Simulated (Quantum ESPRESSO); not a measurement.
The system is MoS2.

```
Mo S
1.0
     0.00000    2.99595    2.99595
     2.99595    0.00000    2.99595
     2.99595    2.99595    0.00000
Mo S
1 2
Direct
  0.00000 0.00000 0.00000
  0.25000 0.25000 0.25000
  0.75000 0.75000 0.75000
```

Measurements of this composition are mostly on another form, of space group No. 194.

Base run:

```yaml
Program: Quantum ESPRESSO 7.5
Functional: PW91
Potentials_or_basis: PseudoDojo 0.4.1 SR LDA standard
Cutoff: 1088 eV
Density_cutoff: 4354 eV
k_mesh: 6 × 6 × 6
Occupations: gaussian, width 0.05 eV
Spin: collinear spin, ferromagnetic start
Starting_moments: "[2.0, 0.0, 0.0] μB"
Hubbard_terms: Mo d U = 7 eV
```

Its results: band gap on the k mesh none (metal or under the smearing width); pressure 8.8 GPa; net moment 2.14 μB per cell; site moments Mo +2.38; S -0.42 μB.

Task: The run is repeated on the same cell with these changes: functional from PW91 to revPBE. What comes out?

Result: Band gap on the k mesh none (metal or under the smearing width); pressure 10.5 GPa; net moment 2.14 μB per cell; site moments Mo +2.42; S -0.44 μB.

revPBE binds less tightly than PW91, so the same cell stands under more pressure.

Caveats: the potentials were made for another functional, which shifts forces and pressure.
